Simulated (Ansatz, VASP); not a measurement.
# Cross-check of BN (Qingsongite) between VASP and Ansatz

Wanted: the spread between two codes on one cell, functional and k mesh. The cell is taken from a series of VASP runs on this material, whose earlier steps may have relaxed, scaled or displaced it; both programs get it as it stands.

Calculated with Ansatz 0.2.0; plane waves, with VASP 6.6.1 beside it; relaxation of cell and atoms at r2SCAN and relaxation of cell and atoms at BLYP.

**1. Starting point**

The structure is cubic, space group F-43m (No. 216). Conventional cell: a = 3.613 Å, b = 3.613 Å, c = 3.613 Å, α = 90.00°, β = 90.00°, γ = 90.00°. Nearest to N lie 4 B at 1.56 Å. Nearest to B lie 4 N at 1.56 Å. Farther neighbours and most contacts between anions are not listed.

As a file:

```xyz
2
Lattice="0.0000 1.8067 1.8067 1.8067 0.0000 1.8067 1.8067 1.8067 0.0000" Properties=species:S:1:pos:R:3 pbc="T T T"
N     2.7101    2.7101    2.7101
B     0.0000    0.0000    0.0000
```

**2. VASP: relaxation of cell and atoms, r2SCAN**

The relaxed volume is the usual yardstick between codes: its relative difference is about their pressure difference at one cell divided by the bulk modulus.

Lines of VASP's logs that name or quote its potential files are left out, and so is its time.

The input, INCAR:

```
SYSTEM = BN
PREC = Accurate
ENCUT = 520
EDIFF = 1E-06
NELM = 100
ISMEAR = 0
SIGMA = 0.03
LREAL = .FALSE.
ALGO = Normal
METAGGA = R2SCAN
LASPH = .TRUE.
NBANDS = 10
LORBIT = 11
LWAVE = .FALSE.
LCHARG = .FALSE.
KPAR = 8
IBRION = 2
NSW = 50
ISIF = 3
EDIFFG = -0.006
```

The input, POSCAR:

```
BN
1.0
    0.0000000000      1.8067415948      1.8067415948
    1.8067415948      0.0000000000      1.8067415948
    1.8067415948      1.8067415948      0.0000000000
N B
1 1
Direct
    0.7500000000      0.7500000000      0.7500000000
    0.0000000000      0.0000000000      0.0000000000
```

The input, KPOINTS:

```
Automatic mesh
0
Gamma
10 10 10
0 0 0
```

PAW data sets: N and B (PBE family, release 64).

Launch:

```
$ mpirun -np 8 vasp_std
```

Numbers of over 12 decimals in the logs are rounded to 6 here.

The program printed:

```text
[banner, memory and clock lines left out]
running    8 mpi-ranks, on    1 nodes
 distrk:  each k-point on    1 cores,    8 groups
 distr:  one band on    1 cores,    1 groups

 POSCAR found type information on POSCAR N B
 POSCAR found :  2 types and       2 ions
|                                                                             |
|           W    W    AA    RRRRR   N    N  II  N    N   GGGG   !!!           |
|           W    W   A  A   R    R  NN   N  II  NN   N  G    G  !!!           |
|           W    W  A    A  R    R  N N  N  II  N N  N  G       !!!           |
|           W WW W  AAAAAA  RRRRR   N  N N  II  N  N N  G  GGG   !            |
|           WW  WW  A    A  R   R   N   NN  II  N   NN  G    G                |
|           W    W  A    A  R    R  N    N  II  N    N   GGGG   !!!           |
|                                                                             |
|     For optimal performance we recommend to set                             |
|       NCORE = 2 up to number-of-cores-per-socket                            |
|     NCORE specifies how many cores store one orbital (NPAR=cpu/NCORE).      |
|     This setting can greatly improve the performance of VASP for DFT.       |
|     The default, NCORE=1 might be grossly inefficient on modern             |
|     multi-core architectures or massively parallel machines. Do your        |
|     Unfortunately you need to use the default for GW and RPA                |
|     calculations (for HF NCORE is supported but not extensively tested      |
|     yet).                                                                   |
|                                                                             |

|                                                                             |
|               ----> ADVICE to this user running VASP <----                  |
|                                                                             |
|     You enforced a specific xc type in the INCAR file but a different       |
|     [... a line on the potential file left out ...]
|     I HOPE YOU KNOW WHAT YOU ARE DOING!                                     |
|                                                                             |

 LDA part: xc-table for (None), standard interpolation
 POSCAR, INCAR and KPOINTS ok, starting setup
 FFT: planning ... GRIDC
 FFT: planning ... GRID_SOFT
 FFT: planning ... GRID
 WAVECAR not read
 entering main loop
       N       E                     dE             d eps       ncg     rms          rms(c)
DAV:   1     0.749745626742E+01    0.74975E+01   -0.50819E+03   980   0.812E+02
DAV:   2    -0.219106055954E+02   -0.29408E+02   -0.28461E+02  1080   0.179E+02
DAV:   3    -0.224164938950E+02   -0.50589E+00   -0.50527E+00  1094   0.214E+01
DAV:   4    -0.224171689522E+02   -0.67506E-03   -0.67504E-03  1034   0.836E-01
DAV:   5    -0.224171696877E+02   -0.73553E-06   -0.73549E-06  1074   0.279E-02    0.662E+00
DAV:   6    -0.191763995244E+02    0.32408E+01   -0.19447E+00   980   0.875E+00    0.358E+00
DAV:   7    -0.191725143163E+02    0.38852E-02   -0.26775E-01   972   0.412E+00    0.185E+00
DAV:   8    -0.191722391499E+02    0.27517E-03   -0.45107E-02   984   0.148E+00    0.168E-01
DAV:   9    -0.191717388732E+02    0.50028E-03   -0.61442E-03  1112   0.570E-01    0.965E-02
DAV:  10    -0.191717380913E+02    0.78193E-06   -0.43430E-04  1026   0.175E-01    0.312E-02
DAV:  11    -0.191717392571E+02   -0.11659E-05   -0.42187E-05  1038   0.537E-02    0.834E-03
DAV:  12    -0.191717401775E+02   -0.92037E-06   -0.11884E-06   614   0.106E-02
   1 F= -.19171740E+02 E0= -.19171740E+02  d E =-.191717E+02
 curvature:   0.00 expect dE= 0.000E+00 dE for cont linesearch  0.000E+00
 trial: gam= 0.00000 g(F)=  0.260E-48 g(S)=  0.812E-05 ort = 0.000E+00 (trialstep = 0.100E+01)
 search vector abs. value=  0.812E-05
 reached required accuracy - stopping structural energy minimisation
```

From OUTCAR (step 2):

```text
ion  position               nearest neighbor table
   1  0.750  0.750  0.750-   2 1.56   2 1.56   2 1.56   2 1.56
   2  0.000  0.000  0.000-   1 1.56   1 1.56   1 1.56   1 1.56

  LATTYP: Found a face centered cubic cell.
 ALAT       =     3.6134831896

 Subroutine GETGRP returns: Found 24 space group operations
 (whereof 24 operations were pure point group operations)

The static configuration has the point symmetry T_d .

 Found     47 irreducible k-points:

   k-points           NKPTS =     47   k-points in BZ     NKDIM =     47   number of bands    NBANDS=     10

   dimension x,y,z NGX =    20 NGY =   20 NGZ =   20
   dimension x,y,z NGXF=    40 NGYF=   40 NGZF=   40

   ENCUT  =  520.0 eV  38.22 Ry    6.18 a.u.   4.75  4.75  4.75*2*pi/ulx,y,z

   NELECT =       8.0000    total number of electrons

 k-points in reciprocal lattice and weights: Automatic mesh
   0.00000000  0.00000000  0.00000000       0.001
   0.10000000  0.00000000  0.00000000       0.008
   0.20000000  0.00000000  0.00000000       0.008
   0.30000000  0.00000000  0.00000000       0.008
   0.40000000  0.00000000  0.00000000       0.008
   0.50000000  0.00000000  0.00000000       0.004
   0.10000000  0.10000000  0.00000000       0.006
   0.20000000  0.10000000  0.00000000       0.024
   0.30000000  0.10000000  0.00000000       0.024
[...]
-0.30000000  0.40000000  0.20000000       0.024
  -0.30000000  0.50000000  0.20000000       0.012

 average (electrostatic) potential at core
       1 -63.2585       2 -25.9516

 E-fermi :   7.4329

 k-point     1 :       0.0000    0.0000    0.0000
  band No.  band energies     occupation
      1     -14.0476      2.00000
      2       7.2584      2.00000
      3       7.2584      2.00000
      4       7.2584      2.00000
      5      16.7904      0.00000
      6      16.7904      0.00000
      7      16.7904      0.00000
      8      18.3419      0.00000
      9      33.4150      0.00000
    ...

 k-point     2 :       0.1000    0.0000    0.0000
  band No.  band energies     occupation
      1     -13.7957      2.00000
      2       5.9313      2.00000
      3       6.9963      2.00000
      4       6.9963      2.00000
      5      17.0792      0.00000
      6      17.1944      0.00000
      7      17.1944      0.00000
      8      19.1783      0.00000
      9      33.1235      0.00000
    ...

 k-point     3 :       0.2000    0.0000    0.0000
  band No.  band energies     occupation
      1     -13.0554      2.00000
      2       3.0923      2.00000
      3       6.4043      2.00000
      4       6.4043      2.00000
      5      17.4415      0.00000
      6      18.0291      0.00000
      7      18.0291      0.00000
      8      20.9720      0.00000
      9      31.9809      0.00000
    ...

  Total       -0.0105929     -0.0105929     -0.0105929      0.0000000     -0.0000000      0.0000000
  in kB       -1.4388290     -1.4388290     -1.4388290      0.0000000     -0.0000000      0.0000000
  external PRESSURE =      -1.4388290 kB  Pullay stress =       0.0000000 kB

  energy-cutoff  :      520.00
  volume of cell :       11.80
      direct lattice vectors                 reciprocal lattice vectors
     0.000000000  1.806741595  1.806741595    -0.276741290  0.276741290  0.276741290
     1.806741595  0.000000000  1.806741595     0.276741290 -0.276741290  0.276741290
     1.806741595  1.806741595  0.000000000     0.276741290  0.276741290 -0.276741290

 POSITION                                       TOTAL-FORCE (eV/Angst)
 -----------------------------------------------------------------------------------
      2.71011      2.71011      2.71011        -0.000000     -0.000000      0.000000
      0.00000      0.00000      0.00000         0.000000      0.000000     -0.000000
 -----------------------------------------------------------------------------------
    total drift:                               -0.000000     -0.000000     -0.000000

  FREE ENERGIE OF THE ION-ELECTRON SYSTEM (eV)
  ---------------------------------------------------
  free  energy   TOTEN  =       -19.1717401775 eV

  energy  without entropy=      -19.1717401775  energy(sigma->0) =      -19.17174018

 reached required accuracy - stopping structural energy minimisation

 total charge
# of ion       s       p       d       tot
------------------------------------------
    1        1.228   2.790   0.000   4.019
    2        0.681   1.339   0.000   2.020
--------------------------------------------------
tot          1.909   4.129   0.000   6.039

[... 3 further parts left out ...]
```

CONTCAR:

```
BN
   1.00000000000000
     0.0000000000000000    1.8067415948000001    1.8067415948000001
     1.8067415948000001    0.0000000000000000    1.8067415948000001
     1.8067415948000001    1.8067415948000001    0.0000000000000000
  N               B
     1     1
Direct
     0.7500000000000000    0.7500000000000000    0.7500000000000000
     0.0000000000000000    0.0000000000000000    0.0000000000000000
```

**3. Ansatz: relaxation of cell and atoms, r2SCAN**

Ansatz runs on its default PAW (the set named soft_2) files.

The same cell, functional, mesh and smearing now go to Ansatz, which takes its cutoff from its data sets.

The input, input.yaml:

```yaml
crystal:
  lattice:
    - [0.0, 1.8067415948, 1.8067415948]
    - [1.8067415948, 0.0, 1.8067415948]
    - [1.8067415948, 1.8067415948, 0.0]
  atoms:
    - { symbol: "N", position: [0.75, 0.75, 0.75] }
    - { symbol: B, position: [0.0, 0.0, 0.0] }
hamiltonian:
  xc: r2scan
  pseudopotentials: { kind: paw }
kpoints:
  mp_grid: { grid: [10, 10, 10] }
scf:
  occupations: { method: gaussian, width: 0.03 }
relax:
  f_tol: 0.01
  max_steps: 60
  cell: { stress_tol: 0.05 }
output:
  forces: true
  stress: true
```

Launch:

```
$ ansatz run input.yaml --threads 4 --pin off --max-ram 9216MiB --backend cpu --events-out ev --progress --plain --runs-dir out
```

The program printed:

```text
Engine: ansatz 0.2.0, aarch64-unknown-linux-gnu
Pseudopotentials: kind: paw
Pseudopotential: N, paw, valence charge 5, recommended cutoff 500 eV (meta_gga), N.paw.azcp
Pseudopotential: B, paw, valence charge 3, recommended cutoff 500 eV (meta_gga), B.paw.azcp
Functional definition: r2SCAN
  parameter k0 = 0.174
  parameter k1 = 0.065
  parameter a1 = 4.9479
  exchange = r2scan_x(k0 = k0, k1 = k1, a1 = a1)
  correlation = r2scan_c
Crystal: 2 atoms, lattice volume = 11.796 Å³
Basis set: ecut = 500 eV, 307 PW (Γ), exchange–correlation on 80×80×80 points (64 copies of the dense FFT grid, shifted against one another)
Bands: 8, of which v1, the nominal top of the filled ones, is band 4 counted from 1 (3 counted from 0)
Symmetry: 24 space group operations
Space group: F-43m (ITA 216), of the structure as read, at distance tolerance 2.3e-5 Å
k-points: 47 of 1000 (time reversal used)
Non-local potential: N, projectors of the file, l = 0: 2, l = 1: 2, l = 2: 1
Non-local potential: B, projectors of the file, l = 0: 2, l = 1: 2, l = 2: 1
PAW form: soft (Blöchl's): semilocal exchange-correlation on the pseudo side does not see the compensation charge
PAW frozen core: N, regenerated for the run's functional (the file was generated under x = pbe(κ = 0.804, μ = 0.219515), c = pbe(β = 0.066725))
PAW frozen core: B, regenerated for the run's functional (the file was generated under x = pbe(κ = 0.804, μ = 0.219515), c = pbe(β = 0.066725))
PAW one-centre angular grid: N, 302 points (default); XC on 160 Gauss nodes
PAW one-centre angular grid: B, 302 points (default); XC on 160 Gauss nodes
Initial density: superposition of atomic densities (neutral atoms: chi_scale 0, normalization atom), corrected by the library's trained network
Initial wavefunctions: pseudopotential atomic-orbital guess
Functional: x = r2scan, c = r2scan; τ floored in thin density (d = 2e-4 eV/Å³)
SCF iter   1: F=—  HF=-543.914528 eV  |F-HF|=—  |Δ(HF+E_count)|=         —  Δρ=1.17e-2  dr2=1.23e-2  dr2_τ=3.26e-1  ethr=1.77e-3  ⟨swp⟩=4.6  Hψ=2517  notcnv=0
preconditioner: auto → none  [insulator: Δε(μ)=4.943 eV  Ē_g=21.332 eV  σ=0.030 eV  W_gap=1.00  n_scr=0 (ndim 8)  ℏωp=30.6 eV  f_vac=0.000  D(μ)=0.00/eV (n_scr^D=0)  ε∞_Penn≈3.1]
SCF iter   2: F=—  HF=-544.006200 eV  |F-HF|=—  |Δ(HF+E_count)|=   9.17e-2  Δρ=6.52e-3  dr2=1.84e-3  dr2_τ=2.33e-4  ethr=1.54e-4  ⟨swp⟩=2.0  Hψ=1130  notcnv=0
SCF iter   3: F=—  HF=-544.006450 eV  |F-HF|=—  |Δ(HF+E_count)|=   2.50e-4  Δρ=1.62e-3  dr2=1.15e-4  dr2_τ=2.93e-5  ethr=2.30e-5  ⟨swp⟩=2.9  Hψ=667  notcnv=0
SCF iter   4: F=—  HF=-544.006465 eV  |F-HF|=—  |Δ(HF+E_count)|=   1.46e-5  Δρ=1.64e-4  dr2=1.68e-6  dr2_τ=1.79e-7  ethr=1.43e-6  ⟨swp⟩=2.0  Hψ=562  notcnv=0
SCF iter   5: F=—  HF=-544.006466 eV  |F-HF|=—  |Δ(HF+E_count)|=   9.84e-7  Δρ=6.35e-5  dr2=3.86e-7  dr2_τ=1.75e-8  ethr=2.10e-8  ⟨swp⟩=2.6  Hψ=564  notcnv=0
SCF iter   6: F=-544.006466 eV  HF=-544.006466 eV  |F-HF|=2.71e-9  |Δ(HF+E_count)|=   7.34e-9  Δρ=1.09e-5  dr2=1.03e-8  dr2_τ=2.50e-10  ethr=1.25e-9  ⟨swp⟩=4.0  Hψ=1128  notcnv=0
SCF 1 converged in 6 iterations: F = -544.006466 eV  dr2 = 1.03e-8
  greatest PAW one-centre occupation: 0.796 electrons in one spin orbital (limit 2), on the N atom at site 0 (counted from 0), in its partial waves of l = 0
relax step   1: F+E_penalty+E_count = -544.00646581 eV  Δ(F+E_penalty+E_count) = +0.000e0 eV  max|allowed force component| = 3.978e-16 eV/Å  Δτ_max = 0.0000 Å  P = -1.214 GPa  Ω = 11.796 Å³  (6 SCF iters, dr2 threshold 1.00e-7 eV, accepted)
[...]
relax step   2: F+E_penalty+E_count = -544.00659014 eV  Δ(F+E_penalty+E_count) = -1.243e-4 eV  max|allowed force component| = 9.714e-17 eV/Å  Δτ_max = 0.0000 Å  P = -0.505 GPa  Ω = 11.774 Å³  energy of the carried Pulay correction = +9.164e-6 eV  (4 SCF iters, dr2 threshold 2.00e-7 eV, accepted)
[...]
relax step   3: F+E_penalty+E_count = -544.00662068 eV  Δ(F+E_penalty+E_count) = -3.054e-5 eV  max|allowed force component| = 7.445e-17 eV/Å  Δτ_max = 0.0000 Å  P = -0.001 GPa  Ω = 11.759 Å³  energy of the carried Pulay correction = +1.568e-5 eV  (3 SCF iters, dr2 threshold 2.00e-7 eV, accepted)
[...]
relax step   4: F+E_penalty+E_count = -544.00660532 eV  Δ(F+E_penalty+E_count) = +1.536e-5 eV  max|allowed force component| = 6.765e-17 eV/Å  Δτ_max = 0.0000 Å  P = +0.001 GPa  Ω = 11.759 Å³  stress off target by 7.80e-4 GPa  SCF on the basis re-selected at this cell (its energy is not comparable with the rows above)  (5 SCF iters)
basis re-selected at this cell: Δ(F+E_penalty+E_count) = +1.536e-5 eV, ΔP = +0.002 GPa vs the last step (what re-selecting the basis moved, of the pressure what is left beyond the Pulay correction that the steps carried, after the strain that the cell walked since its last selection, with what the two solves' SCF thresholds leave and, on support functions, any second-order correction that the steps lacked; it is no m [...]
SCF converged after 5 iterations
Free energy (F): -544.006605 eV
Harris-Foulkes:  -544.006605 eV  (|F-HF|=3.41e-13)
Internal energy: -544.006605 eV  (E = F + TS)
E sigma→0 (E₀):  -544.006605 eV
Fermi energy:    13.580867 eV
--- Per-component energies (eV) ---
  E_band       = 22.323602
  E_kinetic    = 186.165696
  E_local      = -174.778288  (includes V_loc(G=0)·N_el)
  E_nonlocal   = 55.886199
  E_hartree    = 49.522941
  E_xc         = -92.366025
  E_vxc        = -127.840037  (∫ρ·V_xc dr)
  E_paw        = -209.481578  (= ΣΔE_a)
  E_vpaw       = -23.156373  (= ΣTr[D̂ρ^β])
  E_aug_tail   = 0.000018  (compensation charges beyond the density's cutoff)
  E_vtau       = 7.000505  (kinetic-family band-sum trace: ∫τ·v_τ [+ j·A + Jᵃ·Aᵃ] dr)
  E_ewald      = -358.907561
  E_core_change = -0.048007  (= ΣΔE_core)
  E_smearing   = -0.000000  (= −TS)
  E_closure    = 0.000000  (closes the sum)
  Σ components = -544.006605   (vs F -544.006605, Δ=0.00e0)
--- Forces (eV/Å), atoms counted from 1 ---
  atom   1  N      0.00000000     0.00000000    -0.00000000
  atom   2  B      0.00000000    -0.00000000     0.00000000
  max |Σ_I F_I| component: 1.20e-16 eV/Å
--- Stress (GPa, compression-positive) ---
        0.000780      -0.000000      -0.000000
       -0.000000       0.000780       0.000000
       -0.000000       0.000000       0.000780
  P = ⅓ Tr σ = 0.0008 GPa (0.008 kbar)
--- Relaxed structure (3 steps of the walk, 3 accepted, 1 SCFs on fresh bases) ---
  F+E_penalty+E_count = -544.00660532 eV   max|allowed force component| = 6.765e-17 eV/Å   (the final SCF, on the basis selected at the relaxed cell)
  cell:  # Å, volume = 11.7589 Å³
    - [0, 1.804867, 1.804867]
    - [1.804867, 0, 1.804867]
    - [1.804867, 1.804867, 0]
  atoms:
    - { symbol: N, position: [0.750000, 0.750000, 0.750000] }
    - { symbol: B, position: [0, 0, 0] }
```

Run time: 1.5 s. Hardware: 4 threads of Arm Neoverse V1, shared host; peak memory 0.3 GiB.

**4. Comparison**

Known differences besides the potentials themselves: VASP keeps PBE cores, Ansatz makes them for the functional; both relaxations stop at a tolerance, which leaves soft axes loose, and VASP keeps its plane-wave basis; the cutoff is 500 eV in Ansatz and 520 eV in VASP; Ansatz adds a Pulay correction to the stress that steers its cell, VASP none. Total energies have different zeros and are not compared.

Compared:

| quantity | Ansatz | VASP | difference |
| --- | --- | --- | --- |
| volume (Å³) | 11.76 | 11.80 | -0.31 % |
| edge a after relaxation, in the typed setting (Å) | 2.553 | 2.555 | -0.10 % |

The walks stopped with 0.00 GPa left in Ansatz and -0.14 GPa in VASP; each walk ends within a tolerance, so the volume difference is uncertain by about these residues over the bulk modulus, most in soft cells.

[end of part 1 of 2]

[Lines on the potential files, build, host, timing and source positions are cut from VASP's logs without a mark.]

[Logs are printed without paths, hosts, clocks, repeated set-up lines and the standing remarks that a program may print on its own settings, such as how far it seeks lower states.]

[Hosts, paths, dates, database ids (printed as entryN), source tags and the programs' standing remarks are cut or masked in the printed files.]
